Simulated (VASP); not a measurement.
# BN (R3m) in VASP: notebook

Runs on BN. Level: LDA. Tasks: single point, relaxation of cell and atoms.

Program: VASP 6.6.1. These are calculated values, not measurements. Logs are shortened: lines on timing, memory, paths and dates and some standing lists are left out, and cuts for length are marked.

## (1) The crystal as given

It takes space group R3m (No. 160, trigonal). The conventional cell has a = 2.489 Å, b = 2.489 Å, c = 9.673 Å, α = 90.00°, β = 90.00°, γ = 120.00°. Around B (site symmetry 3m) lie 3 N at 1.44 Å. Around N (site symmetry 3m) lie 3 B at 1.44 Å.

The cell is a database's computed one.

## (2) Single point, LDA

INCAR

```
SYSTEM = BN
ALGO = Fast
EDIFF = 1E-7
ENCUT = 520
ISIF = 2
ISMEAR = 0
LASPH = .True.
LCHARG = .True.
LELF = .True.
LREAL = .False.
LVHAR = .True.
LWAVE = .False.
NBANDS = 11
NELM = 100
PREC = Accurate
SIGMA = 0.02
```

KPOINTS

```
k-points
0
Gamma
  12 12 12
  0 0 0
```

POSCAR

```
BN
1.0
    1.2443011792      0.7183976208      3.2243210057
   -1.2443011792      0.7183976208      3.2243210057
    0.0000000000     -1.4367952416      3.2243210057
B N
1 1
Direct
    0.9997390072      0.9997390072      0.9997390072
    0.3326939928      0.3326939928      0.3326939928
```

Potentials or basis: VASP PAW LDA potentials, release 64 (B, N).

The run is started by

```bash
$ cat potpaw_LDA.64/B/POTCAR potpaw_LDA.64/N/POTCAR > POTCAR
$ mpirun -np 1 vasp_std > vasp.out
```

OUTCAR:

```text
SYSTEM = BN
   EDIFF = 1E-7
   ENCUT = 520
   ISIF = 2
   ISMEAR = 0
   LASPH = .True.
   LREAL = .False.
   NELM = 100
   PREC = Accurate

 ion  position               nearest neighbor table
   1  1.000  1.000  1.000-   2 1.44   2 1.44   2 1.44
   2  0.333  0.333  0.333-   1 1.44   1 1.44   1 1.44

  LATTYP: Found a trigonal (rhomboedric) cell.
 ALAT       =     3.5299612624
 COS(alpha) =     0.7514915606

  Lattice vectors:

 A1 = (   1.2443011792,   0.7183976208,   3.2243210057)
 A2 = (  -1.2443011792,   0.7183976208,   3.2243210057)
 A3 = (   0.0000000000,  -1.4367952416,   3.2243210057)

Analysis of symmetry for initial positions (statically):
=====================================================================
 Subroutine PRICEL returns:
 Original cell was already a primitive cell.

 Routine SETGRP: Setting up the symmetry group for a
 trigonal (rhombohedral) supercell.

 Subroutine GETGRP returns: Found  6 space group operations
 (whereof  6 operations were pure point group operations)
 out of a pool of 12 trial point group operations.

The static configuration has the point symmetry C_3v.

Analysis of symmetry for dynamics (positions and initial velocities):
=====================================================================
 Subroutine PRICEL returns:
 Original cell was already a primitive cell.

 Routine SETGRP: Setting up the symmetry group for a
 trigonal (rhombohedral) supercell.

 Subroutine GETGRP returns: Found  6 space group operations
 (whereof  6 operations were pure point group operations)
 out of a pool of 12 trial point group operations.

The dynamic configuration has the point symmetry C_3v.

 Subroutine INISYM returns: Found  6 space group operations
 (whereof  6 operations are pure point group operations),
 and found     1 'primitive' translations

----------------------------------------------------------------------------------------

                                     Primitive cell

  volume of cell :      17.2934

  direct lattice vectors                    reciprocal lattice vectors
     1.244301179  0.718397621  3.224321006     0.401831975  0.231997799  0.103380939
    -1.244301179  0.718397621  3.224321006    -0.401831975  0.231997799  0.103380939
     0.000000000 -1.436795242  3.224321006     0.000000000 -0.463995598  0.103380939

  length of vectors
     3.529961262  3.529961262  3.529961262     0.475373046  0.475373046  0.475373046

  position of ions in fractional coordinates (direct lattice)
     0.999739007  0.999739007  0.999739007
     0.332693993  0.332693993  0.332693993

  ion indices of the primitive-cell ions
   primitive index   ion index
                 1           1
                 2           2

----------------------------------------------------------------------------------------

 KPOINTS: k-points

Automatic generation of k-mesh.
 Grid dimensions read from file:
 generate k-points for:   12   12   12

 Generating k-lattice:

  Cartesian coordinates                     Fractional coordinates (reciprocal lattice)
     0.033485998  0.019333150  0.008615078     0.083333333  0.000000000 -0.000000000
    -0.033485998  0.019333150  0.008615078     0.000000000  0.083333333 -0.000000000
     0.000000000 -0.038666300  0.008615078    -0.000000000 -0.000000000  0.083333333

  Length of vectors
     0.039614421  0.039614421  0.039614421

  Shift w.r.t. Gamma in fractional coordinates (k-lattice)
     0.000000000  0.000000000  0.000000000

 Subroutine IBZKPT returns following result:
 ===========================================

 Found    189 irreducible k-points:

 Following reciprocal coordinates:
            Coordinates               Weight
  0.000000  0.000000  0.000000      1.000000
  0.083333  0.000000  0.000000      6.000000
  0.166667  0.000000  0.000000      6.000000
  0.250000  0.000000  0.000000      6.000000
  0.333333  0.000000  0.000000      6.000000
  0.416667 -0.000000  0.000000      6.000000
[... 16 lines left out ...]
  0.500000  0.166667  0.000000     12.000000
 -0.416667  0.166667 -0.000000     12.000000
 [... further k-points ...]
   k-points           NKPTS =    189   k-points in BZ     NKDIM =    189   number of bands    NBANDS=     11
   number of dos      NEDOS =    301   number of ions     NIONS =      2
   total plane-waves  NPLWV =  21952
   dimension x,y,z NGX =    28 NGY =   28 NGZ =   28
   dimension x,y,z NGXF=    56 NGYF=   56 NGZF=   56
   ions per type =               1   1
   NGX,Y,Z   is equivalent  to a cutoff of  13.19, 13.19, 13.19 a.u.
   NGXF,Y,Z  is equivalent  to a cutoff of  26.37, 26.37, 26.37 a.u.
 SYSTEM =  BN
   PREC   = accura    normal or accurate (medium, high low for compatibility)
   ISTART =      0    job   : 0-new  1-cont  2-samecut
   ICHARG =      2    charge: 1-file 2-atom 10-const
   ISPIN  =      1    spin polarized calculation?
   LNONCOLLINEAR =      F non collinear calculations
   LSORBIT =      F    spin-orbit coupling
   LASPH  =      T    aspherical Exc in radial PAW
   ENCUT  =  520.0 eV  38.22 Ry    6.18 a.u.   6.56  6.56  6.56*2*pi/ulx,y,z
   NELM   =    100;   NELMIN=  2; NELMDL= -5     # of ELM steps
   EDIFF  = 0.1E-06   stopping-criterion for ELM
   LREAL  =      F    real-space projection
   EDIFFG = 0.1E-05   stopping-criterion for IOM
   NSW    =      0    number of steps for IOM
   IBRION =     -1    ionic relax: 0-MD 1-quasi-New 2-CG
   NFREE  =      0    steps in history (QN), initial steepest desc. (CG)
   ISIF   =      2    stress and relaxation
   ISYM   =      2    0-nonsym 1-usesym 2-fastsym
   POTIM  = 0.5000    time-step for ionic-motion
   TEBEG  =    0.0;   TEEND  =   0.0 temperature during run
   PSTRESS=    0.0 pullay stress
   NELECT =       8.0000    total number of electrons
   NUPDOWN=      -1.0000    fix difference up-down
   EMIN   =  10.00;   EMAX   =-10.00  energy-range for DOS
   EFERMI =   0.00;   METHOD = LEGACY
   ISMEAR =     0;   SIGMA  =   0.02  broadening in eV -4-tet -1-fermi 0-gaus
   EFERMI_NEDOS =   21; number of points for ismear=-14 and -15
   IALGO  =     68    algorithm
   IMIX   =      4    mixing-type and parameters
     AMIX     =   0.40;   BMIX     =  1.00
     AMIX_MAG =   1.60;   BMIX_MAG =  1.00
  volume/ion in A,a.u.               =       8.65        58.35
  Fermi-wavevector in a.u.,A,eV,Ry     =   1.266130  2.392638 21.811287  1.603084
  Thomas-Fermi vector in A             =   2.399347
   LORBIT       =      0    0 simple, 1 ext, 2 COOP (PROOUT), +10 PAW based schemes
   GGA     = CA    functional components
   LHFCALC =     F    Hartree Fock is set to
   AEXX    =    0.0000 exact exchange contribution
   IVDW    =     0    specifies the selected vdW correction
   LEPSILON=     F    determine dielectric tensor
   LRPA    =     F    only Hartree local field effects (RPA)
 non-spin polarized calculation
 RMM-DIIS sequential band-by-band and
 Gauss-broadening in eV      SIGMA  =   0.02
  energy-cutoff  :      520.00
  volume of cell :       17.29
 maximum number of plane-waves:       478
 NGX is ok and might be reduce to    28
   NGX = 13   NGY = 13   NGZ = 13

 number of electron       8.0000000 magnetization

 Free energy of the ion-electron system (eV)
  ---------------------------------------------------
  ext. energy  EPLUGINS =         0.00000000
  ---------------------------------------------------
  free energy    TOTEN  =       -19.29161323 eV

  energy without entropy =      -19.29161323  energy(sigma->0) =      -19.29161323

 E-fermi :   2.6715     XC(G=0): -10.7493

 val. band max:        2.4505761665   @ k =  -0.3333   0.2500   0.0000
 cond. band min:       6.4703157407   @ k =   0.5000   0.5000   0.0000
 fundamental gap:      4.0197395742
 Fermi energy:         2.6715145138

 k-point     1 :       0.0000    0.0000    0.0000
  band No.  band energies     occupation
      1     -15.2657      2.00000
      2      -1.5774      2.00000
      3       1.1822      2.00000
      4       1.1822      2.00000
      5       7.6042      0.00000
      6      14.1673      0.00000
      7      14.1673      0.00000
      8      15.6905      0.00000
      9      17.7718      0.00000
     10      28.4797      0.00000
     11      31.1086      0.00000

 k-point     2 :       0.0833    0.0000    0.0000
  band No.  band energies     occupation
      1     -15.1246      2.00000
      2      -1.4342      2.00000
      3       0.6196      2.00000
      4       0.9207      2.00000
      5       7.8898      0.00000
      6      14.0988      0.00000
      7      14.7670      0.00000
      8      15.2106      0.00000
      9      18.1964      0.00000
     10      28.4920      0.00000
     11      29.0295      0.00000

 k-point     3 :       0.1667    0.0000    0.0000
  band No.  band energies     occupation
      1     -14.7087      2.00000
      2      -1.0318      2.00000
      3      -0.7753      2.00000
      4       0.2847      2.00000
      5       8.6405      0.00000
      6      13.8071      0.00000
      7      14.1098      0.00000
      8      16.3960      0.00000
      9      19.1918      0.00000
     10      25.6925      0.00000
     11      27.8166      0.00000
[... 267 lines left out ...]
 k-point    23 :       0.5000    0.1667    0.0000
  band No.  band energies     occupation
      1     -12.0280      2.00000
      2      -5.6887      2.00000
      3      -2.7908      2.00000
      4       1.5156      2.00000
      5       8.1937      0.00000
      6      14.0131      0.00000
      7      15.8313      0.00000
      8      17.6304      0.00000
      9      20.0573      0.00000
     10      23.0778      0.00000
     11      26.2778      0.00000

 k-point    24 :      -0.4167    0.1667   -0.0000
  band No.  band energies     occupation
      1     -11.6847      2.00000
      2      -6.2134      2.00000
      3      -2.9608      2.00000
      4       2.1650      2.00000
      5       7.5782      0.00000
      6      13.9964      0.00000
      7      16.0157      0.00000
      8      16.8333      0.00000
      9      20.5137      0.00000
     10      23.7307      0.00000
     11      26.0474      0.00000

 [... further k-points ...]

------------------------ aborting loop because EDIFF is reached ----------------------------------------

  FORCE on cell =-STRESS in cart. coord.  units (eV):
  Direction    XX          YY          ZZ          XY          YZ          ZX
  --------------------------------------------------------------------------------------
  -------------------------------------------------------------------------------------
  Total        0.0844234      0.0844234     -0.0159619      0.0000000     -0.0000000      0.0000000
  in kB        7.8215642      7.8215642     -1.4788235      0.0000000     -0.0000000      0.0000000
  external PRESSURE =       4.7214350 kB  Pullay stress =       0.0000000 kB

 VOLUME and BASIS-vectors are now :
 -----------------------------------------------------------------------------
  energy-cutoff  :      520.00
  volume of cell :       17.29
      direct lattice vectors                 reciprocal lattice vectors
     1.244301179  0.718397621  3.224321006     0.401831975  0.231997799  0.103380939
    -1.244301179  0.718397621  3.224321006    -0.401831975  0.231997799  0.103380939
     0.000000000 -1.436795242  3.224321006     0.000000000 -0.463995598  0.103380939

 POSITION                                       TOTAL-FORCE (eV/Angst)
 -----------------------------------------------------------------------------------
      0.00000      0.00000      9.67044         0.000000      0.000000      0.000752
      0.00000      0.00000      3.21814         0.000000      0.000000     -0.000752
 -----------------------------------------------------------------------------------
    total drift:                               -0.000000      0.000000     -0.000017

  FREE ENERGIE OF THE ION-ELECTRON SYSTEM (eV)
  ---------------------------------------------------
  free  energy   TOTEN  =       -19.2916132331 eV

  energy  without entropy=      -19.2916132331  energy(sigma->0) =      -19.29161323
```

It took 66 s on 1 thread of Intel Xeon Platinum 8259CL at 2.50GHz (Skylake/Cascade Lake), shared host; peak memory 0.16 GiB.

What came out:

* Free energy: -19.2916 eV
* Pressure: 0.5 GPa
* Band gap on the k mesh: 4.02 eV, indirect (least direct gap 4.60 eV)

## (3) Relaxation of cell and atoms, LDA

This run uses another cell than the first one, of 9.14 Å³/atom, 1.058 times its volume.

INCAR

```
SYSTEM = BN
PREC = Accurate
ENCUT = 600
EDIFF = 1E-6
ISMEAR = 0
SIGMA = 0.02
LREAL = .FALSE.
LASPH = .TRUE.
NELM = 100
ALGO = Fast
ISIF = 3
LWAVE = .FALSE.
LCHARG = .FALSE.
IBRION = 2
NSW = 100
EDIFFG = -0.002
```

KPOINTS

```
Automatic mesh
0
G
  12 12 12
  0 0 0
```

POSCAR

```
BN
1.0
    1.2511217832      0.7223354983      3.3729344033
   -1.2511217832      0.7223354983      3.3729344033
    0.0000000000     -1.4446709967      3.3729344033
B N
1 1
Direct
    0.9996712000      0.9996712000      0.9996712000
    0.3327618000      0.3327618000      0.3327618000
```

Potentials or basis: VASP PAW LDA potentials, release 64 (B, N).

The run is started by

```bash
$ cat potpaw_LDA.64/B/POTCAR potpaw_LDA.64/N/POTCAR > POTCAR
$ mpirun -np 1 vasp_std > vasp.out
```

OUTCAR:

```text
SYSTEM = BN
   PREC = Accurate
   ENCUT = 600
   EDIFF = 1E-6
   ISMEAR = 0
   LREAL = .FALSE.
   LASPH = .TRUE.
   NELM = 100
   ISIF = 3
   IBRION = 2
   NSW = 100
   EDIFFG = -0.002

 ion  position               nearest neighbor table
   1  1.000  1.000  1.000-   2 1.44   2 1.44   2 1.44
   2  0.333  0.333  0.333-   1 1.44   1 1.44   1 1.44

  LATTYP: Found a trigonal (rhomboedric) cell.
 ALAT       =     3.6692997666
 COS(alpha) =     0.7674786796

  Lattice vectors:

 A1 = (   1.2511217832,   0.7223354983,   3.3729344033)
 A2 = (  -1.2511217832,   0.7223354983,   3.3729344033)
 A3 = (   0.0000000000,  -1.4446709967,   3.3729344033)

Analysis of symmetry for initial positions (statically):
[... 372 lines left out ...]
 val. band max:        2.5254056583   @ k =  -0.3333   0.2500  -0.0000
 cond. band min:       6.5136751467   @ k =   0.5000   0.5000  -0.0000
 fundamental gap:      3.9882694884
 Fermi energy:         2.6538526549

 k-point     1 :       0.0000    0.0000    0.0000
  band No.  band energies     occupation
      1     -15.2049      2.00000
      2      -1.4505      2.00000
      3       1.2470      2.00000
      4       1.2470      2.00000
      5       7.7351      0.00000
      6      14.2231      0.00000
      7      14.2231      0.00000
      8      15.7494      0.00000
[... 243 lines left out ...]
 k-point    24 :      -0.4167    0.1667    0.0000
  band No.  band energies     occupation
      1     -11.6194      2.00000
      2      -6.1482      2.00000
      3      -2.8899      2.00000
      4       2.2399      2.00000
      5       7.6491      0.00000
      6      14.0645      0.00000
      7      16.1086      0.00000
      8      16.9282      0.00000

 [... further k-points ...]

------------------------ aborting loop because EDIFF is reached ----------------------------------------

  FORCE on cell =-STRESS in cart. coord.  units (eV):
  Direction    XX          YY          ZZ          XY          YZ          ZX
  --------------------------------------------------------------------------------------
  -------------------------------------------------------------------------------------
  Total       -0.0011222     -0.0011222     -0.0010988      0.0000000      0.0000000      0.0000000
  in kB       -0.1047322     -0.1047322     -0.1025489      0.0000000      0.0000000      0.0000000
  external PRESSURE =      -0.1040044 kB  Pullay stress =       0.0000000 kB
[... 17 lines left out ...]
  FREE ENERGIE OF THE ION-ELECTRON SYSTEM (eV)
  ---------------------------------------------------
  free  energy   TOTEN  =       -19.2959312311 eV

  energy  without entropy=      -19.2959312311  energy(sigma->0) =      -19.29593123

 reached required accuracy - stopping structural energy minimisation
```

It took 7.8 min on 1 thread of Intel Xeon Platinum 8259CL at 2.50GHz (Skylake/Cascade Lake), shared host; peak memory 0.18 GiB.

What came out:

* Free energy: -19.2959 eV
* Relaxed volume: 8.58 Å³/atom
* Relaxed cell: a = 3.506 Å, b = 3.506 Å, c = 3.506 Å, α = 41.60°, β = 41.60°, γ = 41.60°
* Space group after relaxing (to 0.05 Å): R3m (No. 160)
* Energy gained by relaxing: 3.6 meV/atom
* Ionic steps: 18
* Pressure after relaxing: 0.0 GPa
* Band gap on the k mesh: 3.99 eV, indirect (least direct gap 4.61 eV)

The path:
```csv
step,energy change (eV),largest force (eV/Å),pressure (GPa),volume (Å³)
1,0.0000,0.0024,-4.00,18.29
2,0.0090,0.0005,7.21,17.69
3,-0.0032,0.0017,-0.34,18.08
4,-0.0032,0.0017,-0.29,18.08
5,-0.0036,0.0014,-0.24,18.03
6,-0.0047,0.0108,-0.16,17.87
7,-0.0063,0.0300,-0.14,17.56
8,-0.0067,0.0721,0.18,16.93
9,-0.0071,0.0531,0.02,17.20
10,-0.0060,0.1737,-0.42,17.10
11,-0.0072,0.0006,-0.12,17.18
12,-0.0072,0.0023,-0.10,17.17
13,-0.0072,0.0102,0.58,17.13
14,-0.0072,0.0035,0.01,17.17
15,-0.0072,0.0034,0.00,17.17
16,-0.0072,0.0033,0.00,17.17
17,-0.0072,0.0068,-0.02,17.16
18,-0.0072,0.0013,-0.01,17.17
```

Final structure:
```xyz
2
Lattice="1.2449 0.7187 3.1977 -1.2449 0.7187 3.1977 0.0000 -1.4375 3.1977" Properties=species:S:1:pos:R:3 pbc="T T T"
B     0.0000    0.0000    9.5909
N     0.0000    0.0000    3.1914
```
